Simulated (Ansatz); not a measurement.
Crystal: Rh.

```
Rh
1.0
     2.69174    0.00000    0.00000
    -1.34587    2.33112    0.00000
     0.00000    0.00000    8.79807
Rh
4
Direct
  0.66667 0.33333 0.75000
  0.00000 0.00000 0.50000
  0.33333 0.66667 0.25000
  0.00000 0.00000 0.00000
```

This isn't the form of Rh at room conditions, which is fcc.

Base run:

| Property | Result |
| --- | --- |
| Program | Ansatz 0.2.0 |
| Functional | LDA |
| Potentials or basis | all-electron LAPW, scalar-relativistic |
| Cutoff | 256 eV (chosen from the basis error) |
| Basis error allowed | 0.002 eV/atom |
| k mesh | 11 × 11 × 3 |
| Occupations | fermi-dirac, width 0.05 eV |
| Spin | no spin polarisation |

Its results: pressure -11.6 GPa.

The run is repeated on the same cell with these changes: functional from LDA to PBEsol. What comes out?

Pressure -5.6 GPa.

PBEsol binds less tightly than LDA, so the same cell stands under more pressure.
